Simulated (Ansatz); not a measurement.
## Random displacements in MgO

All numbers below come from DFT PBE, scalar-relativistic, plane waves, PAW (Ansatz). Cutoff 420 eV, Γ-centred 6×6×6 k-points, Gaussian smearing of 0.05 eV. No spin polarisation. Energies are free energies at this smearing, counted from the undisturbed cell; pressure is positive in compression.

Reference structure (relaxed at this level):

```yaml
crystal:
  lattice:
    - [4.25385, 0.00000, 0.00000]
    - [0.00000, -4.25385, 0.00000]
    - [0.00000, 0.00000, -4.25385]
  atoms:
    - { symbol: Mg, position: [0.00000, 0.00000, 0.00000] }
    - { symbol: Mg, position: [0.50000, 0.50000, 0.00000] }
    - { symbol: Mg, position: [0.50000, 0.00000, 0.50000] }
    - { symbol: Mg, position: [0.00000, 0.50000, 0.50000] }
    - { symbol: O, position: [0.50000, 0.00000, 0.00000] }
    - { symbol: O, position: [0.00000, 0.50000, 0.00000] }
    - { symbol: O, position: [0.00000, 0.00000, 0.50000] }
    - { symbol: O, position: [0.50000, 0.50000, 0.50000] }
```

The atoms are displaced (Å, in the unstrained cell):

```csv
atom,ux,uy,uz
Mg1,-0.318,0.090,0.216
Mg2,0.257,-0.148,-0.159
Mg3,0.026,-0.413,0.051
Mg4,0.084,-0.135,-0.058
O5,-0.285,0.000,-0.032
O6,0.153,0.125,-0.104
O7,-0.454,0.442,0.426
O8,0.536,0.039,-0.339
```

Strain (Voigt, engineering shear): (0.0116, 0.0239, 0.0058, 0.0422, 0.0277, 0.0024).

(1) What are the energy change, the stress and the forces?

Answers

(1) ΔE = 747.3 meV/atom; stress (xx, yy, zz, yz, xz, xy; compression positive) (17.90, 31.42, -1.35, -11.87, 4.66, -3.00) GPa; gap on the mesh 2.00 eV.
```
atom Fx (eV/Å) Fy Fz
 Mg1       2.18  -0.98  -0.86
 Mg2      -1.71   0.37   0.16
 Mg3      -1.16   2.99   0.31
 Mg4       4.17   2.55  -0.07
  O5       1.08   0.01   1.14
  O6       0.06  -0.11   0.50
  O7       1.77  -6.18  -1.40
  O8      -6.38   1.33   0.22
```

Cost: 1 run of about 0.73 core-minutes, on Arm Neoverse N1 (shared hosts).